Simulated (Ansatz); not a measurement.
## MoP at several levels of theory

One geometry, relaxed with PBE, and single points on it; plane waves with PAW potentials in Ansatz, scalar-relativistic unless the row names spin-orbit coupling. No spin polarisation. Meshes are on the primitive cell of 2 atoms. Gaps are the least over mesh and band path; pressure is positive in compression. Smearing is Gaussian, 0.10 eV.

```cif
data_structure
_symmetry_space_group_name_H-M 'P-6m2'
_symmetry_Int_Tables_number 187
_cell_length_a 3.2410
_cell_length_b 3.2410
_cell_length_c 3.1952
_cell_angle_alpha 90.000
_cell_angle_beta 90.000
_cell_angle_gamma 120.000
_cell_volume 29.07
loop_
_atom_site_label
_atom_site_type_symbol
_atom_site_symmetry_multiplicity
_atom_site_Wyckoff_symbol
_atom_site_fract_x
_atom_site_fract_y
_atom_site_fract_z
_atom_site_occupancy
Mo1 Mo 1 a 0.00000 0.00000 0.00000 1
P1 P 1 d 0.33333 0.66667 0.50000 1
```

```
level cutoff (eV) k mesh gap (eV) pressure (GPa) rough cost with bands (core-min)
  PBE          420  18×18×14         0             0.0                               0.9
```

Question: What do r2SCAN, PBE with spin-orbit coupling, LDA give on the same cell?

Answer:
| level | cutoff (eV) | k mesh | gap (eV) | pressure (GPa) | rough cost with bands (core-min) |
| --- | --- | --- | --- | --- | --- |
| r2SCAN | 500 | 18×18×14 | 0 | -1.9 | 1.7 |
| PBE with spin-orbit coupling | 420 | 18×18×14 | 0 | 0.0 | 1.3 |
| LDA | 420 | 18×18×14 | 0 | -9.7 | 0.9 |